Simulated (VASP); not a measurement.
CdTe, 2 atoms in the cell. The structure is cubic, space group F-43m (No. 216). Conventional cell: a = 6.560 Å, b = 6.560 Å, c = 6.560 Å, α = 90.00°, β = 90.00°, γ = 90.00°. Around Cd (site symmetry -43m) lie 4 Te at 2.84 Å. Te (site symmetry -43m) has 4 Cd at 2.84 Å as nearest neighbours. 

```yaml
Program: VASP 6.6.1
Task: single point
Functional: PBE
Potentials_or_basis: VASP PAW PBE potentials, release 64 (Cd, Te)
Cutoff: 520 eV
k_mesh: 6 × 6 × 6
Occupations: gaussian, width 0.01 eV
Spin: no spin polarisation
Dipole_correction: no
Further_INCAR_settings: ALGO = Normal; EDIFF = 1e-06; NBANDS = 16
```

Potentials or basis: VASP PAW PBE potentials, release 64 (Cd, Te).

The run is started by

```sh
$ cat potpaw_PBE.64/Cd/POTCAR potpaw_PBE.64/Te/POTCAR > POTCAR
$ mpirun -np 1 vasp_std > vasp.out
```

Hardware: 1 thread of Intel(R) Xeon(R) 6975P-C (Granite Rapids) (shared host).

**Question.** Estimate the wall time of this run.

**Answer.** Run time: 8.7 s on 1 thread of Intel(R) Xeon(R) 6975P-C (Granite Rapids), on a shared host, peak memory 0.2 GiB. Counts: scf iterations 12, k points 16.
